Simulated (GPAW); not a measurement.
Li2Se:

```
Se Li
1.0
     0.00000    3.00250    3.00250
     3.00250    0.00000    3.00250
     3.00250    3.00250    0.00000
Se Li
1 2
Direct
  0.00000 0.00000 0.00000
  0.75000 0.75000 0.75000
  0.25000 0.25000 0.25000
```

Program: GPAW 26.7.0. Alike in all runs: no spin polarisation; cell as given; k mesh 8 × 8 × 8; cutoff (eV) 800; smearing fermi-dirac 0.05 eV.

**Question.** Order these runs on this cell by their band gap on the k mesh, lowest first.
A. level PBE; potentials or basis GPAW PAW data sets (gpaw-data 1.2.1), pw
B. level LDA; potentials or basis the program's PAW data sets (release 1.2.1) made for this functional, pw; band path GXWKGLUWLK,UX; band points 80
C. level TB-mBJ; potentials or basis GPAW PAW data sets for LDA (gpaw-data 1.2.1), pw
D. level r2SCAN; potentials or basis GPAW PAW data sets (gpaw-data 1.2.1), pw; band path GXWKGLUWLK,UX; band points 80

**Answer.** B (2.81 eV), A (2.97 eV), D (3.48 eV), C (4.09 eV).

Caveats: a model potential gives levels but no total energy (some runs).

A k mesh can miss the band edges.

Not every run made on this cell is shown here.
